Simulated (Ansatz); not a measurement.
## Formation energy and levels of the substitutional impurity B_Al in AlN (P6_3mc)

Charge states of B_Al in AlN (P6_3mc), set against the band edges. Model: a cell of 72 host atoms with 1 Al taken out and 1 B put in.

Calculated with Ansatz 0.2.0; place-levels on r2SCAN runs: charge-transition levels and formation energies with image-charge correction and potential alignment at the atomic sites; PAW set soft_1.

## Step 1: Starting point

The cell holds 72 atoms: 35 Al, 36 N and 1 B. Cell: a = 9.320 Å, b = 9.320 Å, c = 9.956 Å, α = 90.0°, β = 90.0°, γ = 120.0°. It derives from AlN (space group P6_3mc). Nearest the centre at fractional (0.444, 0.556, 0.500): B34 at 0.00 Å, N11 at 1.89 Å, N43 at 1.89 Å, N35 at 1.89 Å, N40 at 1.90 Å, Al9 at 3.07 Å, Al13 at 3.07 Å, Al41 at 3.07 Å.

As a file:

```xyz
72
Lattice="9.3196 0.0000 0.0000 -4.6598 8.0710 0.0000 0.0000 0.0000 9.9565" Properties=species:S:1:pos:R:3 pbc="T T T"
Al    1.5533    0.8968    2.4852
Al    0.0000    1.7936    4.9743
N     1.5533    0.8968    4.3848
N     0.0000    1.7936    1.8957
Al    1.5533    0.8968    7.4634
Al    0.0000    1.7936    9.9525
N     1.5533    0.8968    9.3631
N     0.0000    1.7936    6.8739
Al    0.0000    3.5871    2.4852
Al   -1.5533    4.4839    4.9743
N     0.0000    3.5871    4.3848
N    -1.5533    4.4839    1.8957
Al    0.0000    3.5871    7.4634
Al   -1.5533    4.4839    9.9525
N     0.0000    3.5871    9.3631
N    -1.5533    4.4839    6.8739
Al   -1.5533    6.2774    2.4852
Al   -3.1065    7.1742    4.9743
N    -1.5533    6.2774    4.3848
N    -3.1065    7.1742    1.8957
Al   -1.5533    6.2774    7.4634
Al   -3.1065    7.1742    9.9525
N    -1.5533    6.2774    9.3631
N    -3.1065    7.1742    6.8739
Al    4.6598    0.8968    2.4852
Al    3.1065    1.7936    4.9743
N     4.6598    0.8968    4.3848
N     3.1065    1.7936    1.8957
Al    4.6598    0.8968    7.4634
Al    3.1065    1.7936    9.9525
N     4.6598    0.8968    9.3631
N     3.1065    1.7936    6.8739
Al    3.1065    3.5871    2.4852
B     1.5533    4.4839    4.9743
N     3.1065    3.5871    4.3848
N     1.5533    4.4839    1.8957
Al    3.1065    3.5871    7.4634
Al    1.5533    4.4839    9.9525
N     3.1065    3.5871    9.3631
N     1.5533    4.4839    6.8739
Al    1.5533    6.2774    2.4852
Al    0.0000    7.1742    4.9743
N     1.5533    6.2774    4.3848
N     0.0000    7.1742    1.8957
Al    1.5533    6.2774    7.4634
Al    0.0000    7.1742    9.9525
N     1.5533    6.2774    9.3631
N     0.0000    7.1742    6.8739
Al    7.7663    0.8968    2.4852
Al    6.2130    1.7936    4.9743
N     7.7663    0.8968    4.3848
N     6.2130    1.7936    1.8957
Al    7.7663    0.8968    7.4634
Al    6.2130    1.7936    9.9525
N     7.7663    0.8968    9.3631
N     6.2130    1.7936    6.8739
Al    6.2130    3.5871    2.4852
Al    4.6598    4.4839    4.9743
N     6.2130    3.5871    4.3848
N     4.6598    4.4839    1.8957
Al    6.2130    3.5871    7.4634
Al    4.6598    4.4839    9.9525
N     6.2130    3.5871    9.3631
N     4.6598    4.4839    6.8739
Al    4.6598    6.2774    2.4852
Al    3.1065    7.1742    4.9743
N     4.6598    6.2774    4.3848
N     3.1065    7.1742    1.8957
Al    4.6598    6.2774    7.4634
Al    3.1065    7.1742    9.9525
N     4.6598    6.2774    9.3631
N     3.1065    7.1742    6.8739
```

Screening for the image-charge correction: ε∞ = (4.49, 4.49, 4.72), ε0 = (8.15, 8.15, 9.65), computed on the host (DFPT, PBEsol, on the r2SCAN cell), and a cell off the functional's own equilibrium shifts the ionic part.

The cell's shortest repeat is 9.3 Å.

## Step 2: Charge states

A transition level is the Fermi level at which two charge states cost the same, so each charge needs its own total energy, at its own relaxed structure.

Random displacements of about 0.05 Å break the site symmetry at the start, so that the relaxation can reach a distorted minimum if there is one. Forces are taken at one point at (¼, ¼, ¼). The cell holds 1 electron more than the neutral one, with a uniform background that keeps it neutral on the whole. The electron count is odd, so at least one spin is unpaired; this run locks the moment at 1 μB.

The sampling was tested on the host first: at the k-points planned (1x1x1 shifted 0.25 0.25 0.25) its energy lies -0.014 eV an atom from the dense-mesh value, under the bound of 0.02 eV set for this test; that bounds the host's error, not the defect's.

One state's input; the others differ in charge, spin, start and seed, and in occupations where the table says so.

The input, qm1_M1.relax/input.yaml:

```yaml
crystal:
  lattice:
    - [9.31956554, 9.0e-08, 0.0]
    - [-4.65978284, 8.07098046, 0.0]
    - [0.0, 0.0, 9.95647772]
  atoms:
    - { symbol: Al, position: [0.22222222, 0.11111111, 0.24960167] }
    - { symbol: Al, position: [0.11111111, 0.22222222, 0.49960167] }
    - { symbol: "N", position: [0.22222222, 0.11111111, 0.44039833] }
    - { symbol: "N", position: [0.11111111, 0.22222222, 0.19039833] }
    - { symbol: Al, position: [0.22222222, 0.11111111, 0.74960167] }
    - { symbol: Al, position: [0.11111111, 0.22222222, 0.99960167] }
    - { symbol: "N", position: [0.22222222, 0.11111111, 0.94039833] }
    - { symbol: "N", position: [0.11111111, 0.22222222, 0.69039833] }
    - { symbol: Al, position: [0.22222222, 0.44444444, 0.24960167] }
    - { symbol: Al, position: [0.11111111, 0.55555556, 0.49960167] }
    - { symbol: "N", position: [0.22222222, 0.44444444, 0.44039833] }
    - { symbol: "N", position: [0.11111111, 0.55555556, 0.19039833] }
    - { symbol: Al, position: [0.22222222, 0.44444444, 0.74960167] }
    - { symbol: Al, position: [0.11111111, 0.55555556, 0.99960167] }
    - { symbol: "N", position: [0.22222222, 0.44444444, 0.94039833] }
    - { symbol: "N", position: [0.11111111, 0.55555556, 0.69039833] }
    - { symbol: Al, position: [0.22222222, 0.77777778, 0.24960167] }
    - { symbol: Al, position: [0.11111111, 0.88888889, 0.49960167] }
    - { symbol: "N", position: [0.22222222, 0.77777778, 0.44039833] }
    - { symbol: "N", position: [0.11111111, 0.88888889, 0.19039833] }
    - { symbol: Al, position: [0.22222222, 0.77777778, 0.74960167] }
    - { symbol: Al, position: [0.11111111, 0.88888889, 0.99960167] }
    - { symbol: "N", position: [0.22222222, 0.77777778, 0.94039833] }
    - { symbol: "N", position: [0.11111111, 0.88888889, 0.69039833] }
    - { symbol: Al, position: [0.55555556, 0.11111111, 0.24960167] }
    - { symbol: Al, position: [0.44444444, 0.22222222, 0.49960167] }
    - { symbol: "N", position: [0.55555556, 0.11111111, 0.44039833] }
    - { symbol: "N", position: [0.44444444, 0.22222222, 0.19039833] }
    - { symbol: Al, position: [0.55555556, 0.11111111, 0.74960167] }
    - { symbol: Al, position: [0.44444444, 0.22222222, 0.99960167] }
    - { symbol: "N", position: [0.55555556, 0.11111111, 0.94039833] }
    - { symbol: "N", position: [0.44444444, 0.22222222, 0.69039833] }
    - { symbol: Al, position: [0.55555556, 0.44444444, 0.24960167] }
    - { symbol: B, position: [0.44444444, 0.55555556, 0.49960167] }
    - { symbol: "N", position: [0.55555556, 0.44444444, 0.44039833] }
    - { symbol: "N", position: [0.44444444, 0.55555556, 0.19039833] }
    - { symbol: Al, position: [0.55555556, 0.44444444, 0.74960167] }
    - { symbol: Al, position: [0.44444444, 0.55555556, 0.99960167] }
    - { symbol: "N", position: [0.55555556, 0.44444444, 0.94039833] }
    - { symbol: "N", position: [0.44444444, 0.55555556, 0.69039833] }
    - { symbol: Al, position: [0.55555556, 0.77777778, 0.24960167] }
    - { symbol: Al, position: [0.44444444, 0.88888889, 0.49960167] }
    - { symbol: "N", position: [0.55555556, 0.77777778, 0.44039833] }
    - { symbol: "N", position: [0.44444444, 0.88888889, 0.19039833] }
    - { symbol: Al, position: [0.55555556, 0.77777778, 0.74960167] }
    - { symbol: Al, position: [0.44444444, 0.88888889, 0.99960167] }
    - { symbol: "N", position: [0.55555556, 0.77777778, 0.94039833] }
    - { symbol: "N", position: [0.44444444, 0.88888889, 0.69039833] }
    - { symbol: Al, position: [0.88888889, 0.11111111, 0.24960167] }
    - { symbol: Al, position: [0.77777778, 0.22222222, 0.49960167] }
    - { symbol: "N", position: [0.88888889, 0.11111111, 0.44039833] }
    - { symbol: "N", position: [0.77777778, 0.22222222, 0.19039833] }
    - { symbol: Al, position: [0.88888889, 0.11111111, 0.74960167] }
    - { symbol: Al, position: [0.77777778, 0.22222222, 0.99960167] }
    - { symbol: "N", position: [0.88888889, 0.11111111, 0.94039833] }
    - { symbol: "N", position: [0.77777778, 0.22222222, 0.69039833] }
    - { symbol: Al, position: [0.88888889, 0.44444444, 0.24960167] }
    - { symbol: Al, position: [0.77777778, 0.55555556, 0.49960167] }
    - { symbol: "N", position: [0.88888889, 0.44444444, 0.44039833] }
    - { symbol: "N", position: [0.77777778, 0.55555556, 0.19039833] }
    - { symbol: Al, position: [0.88888889, 0.44444444, 0.74960167] }
    - { symbol: Al, position: [0.77777778, 0.55555556, 0.99960167] }
    - { symbol: "N", position: [0.88888889, 0.44444444, 0.94039833] }
    - { symbol: "N", position: [0.77777778, 0.55555556, 0.69039833] }
    - { symbol: Al, position: [0.88888889, 0.77777778, 0.24960167] }
    - { symbol: Al, position: [0.77777778, 0.88888889, 0.49960167] }
    - { symbol: "N", position: [0.88888889, 0.77777778, 0.44039833] }
    - { symbol: "N", position: [0.77777778, 0.88888889, 0.19039833] }
    - { symbol: Al, position: [0.88888889, 0.77777778, 0.74960167] }
    - { symbol: Al, position: [0.77777778, 0.88888889, 0.99960167] }
    - { symbol: "N", position: [0.88888889, 0.77777778, 0.94039833] }
    - { symbol: "N", position: [0.77777778, 0.88888889, 0.69039833] }
  host:
    repeats: [3, 3, 2]
    atoms:
      - { symbol: Al, position: [0.66666667, 0.33333333, 0.49920333] }
      - { symbol: Al, position: [0.33333333, 0.66666667, 0.99920333] }
      - { symbol: "N", position: [0.66666667, 0.33333333, 0.88079667] }
      - { symbol: "N", position: [0.33333333, 0.66666667, 0.38079667] }
total_charge: -1
basis:
  ecutwfc: 500
  xc_grid: 2
hamiltonian:
  xc: r2scan
  pseudopotentials: { kind: paw, azcp: { folder: soft_1 } }
kpoints:
  mp_grid: { grid: [1, 1, 1], shift: [0.25, 0.25, 0.25] }
magnetization:
  spin_polarized: true
  initial_magnetization: 1
  spin_locking: { lock_magnetization: hard }
scf:
  occupations: { method: fixed }
  max_iter: 100
output:
  forces: true
  charged_corrections:
    epsilon: [4.49, 4.49, 4.72]
    static_epsilon: [8.15, 8.15, 9.65]
    defect_position: [0.444444, 0.555556, 0.499602]
relax:
  f_tol: 0.02
  max_steps: 80
  random_displacement: { amplitude: 0.05, seed: 2510 }
checkpoint:
  write: "../qm1_M1.relax.run"
  compress: false
  write_wavefunctions: true
  write_every: 100000
```

The run is started by

```
$ ansatz run input.yaml --threads 4 --pin off --max-ram 7536MiB --backend cpu --events-out ev --progress --plain --runs-dir out
```

Defect states can disperse in a cell of this size, so the energy is taken again at a 2×2×2 shifted mesh, on the relaxed structure.

The run of this state that the levels use, under r2SCAN:

The input, qm1_M1.point/input.yaml:

```yaml
crystal:
  checkpoint: "../qm1_M1.relax.run"
  host: checkpoint
total_charge: -1
basis:
  ecutwfc: 500
  xc_grid: 2
hamiltonian:
  xc: r2scan
  pseudopotentials: { kind: paw, azcp: { folder: soft_1 } }
kpoints:
  mp_grid: { grid: [2, 2, 2], shift: [0.5, 0.5, 0.5] }
magnetization:
  spin_polarized: true
  initial_magnetization: 1
  spin_locking: { lock_magnetization: hard }
scf:
  occupations: { method: fermi_dirac, width: 0.01 }
  max_iter: 100
output:
  forces: true
  eigenvalues: true
  charged_corrections:
    epsilon: [4.49, 4.49, 4.72]
    static_epsilon: [8.15, 8.15, 9.65]
    defect_position: [0.444444, 0.555556, 0.499602]
  eigenstates: { localisation: true }
  populations: true
  efg: {}
  band_densities: [{ bands: [v1, v1] }, { bands: [c1, c1] }]
  write_density: true
  write_potential: true
  volumetric_format: npy
checkpoint:
  read: "../qm1_M1.relax.run"
  write: "../qm1_M1.point.run"
  compress: false
  write_wavefunctions: false
  write_every: 100000
```

Relaxations under r2SCAN at one point at (¼, ¼, ¼); times on 4 threads of Arm Neoverse V1, shared host:

```csv
charge,moment (μB),occupations,outcome,steps,largest displacement against the far atoms (Å),time
−1,1,fixed,converged,9,0.32,4.9 min
0,0,fixed,converged,6,0.21,86 s
+1,1,fixed,converged,7,0.22,4.2 min
```

Single points under r2SCAN at a 2×2×2 shifted mesh; times on 4 threads of Arm Neoverse V1, shared host:

```
charge  moment (μB)  occupations    outcome     time
    −1            1  fermi-dirac  converged  3.9 min
     0            0  fermi-dirac  converged     85 s
    +1            1  fermi-dirac  converged  3.7 min
```

Distances (Å) from B34 to the nearest atoms after relaxation with r2SCAN:

| charge | moment (μB) | 1. | 2. | 3. | 4. | 5. | 6. |
| --- | --- | --- | --- | --- | --- | --- | --- |
| −1 | 1 | N 1.60 | N 1.67 | N 1.69 | N 1.70 | Al 2.95 | Al 2.98 |
| 0 | 0 | N 1.65 | N 1.69 | N 1.70 | N 1.70 | Al 2.97 | Al 2.97 |
| +1 | 1 | N 1.67 | N 1.68 | N 1.68 | N 1.69 | Al 2.99 | Al 2.99 |

[end of part 1 of 2]

[Logs are printed without paths, hosts, clocks, repeated set-up lines and the standing remarks that a program may print on its own settings, such as how far it seeks lower states.]

[Hosts, paths, dates, database ids (printed as entryN), source tags and the programs' standing remarks are cut or masked in the printed files.]

[Where a table of states has a column of steps, it counts the stored structures, which are thinned; the runs took as many ionic steps or more.]

[A defect's name tells the site on which it was built; relaxed atoms can leave that site.]

[For some hosts the program warned that the k-mesh of the response run may be too coarse for force constants and the static dielectric constant; such warnings are not shown here.]
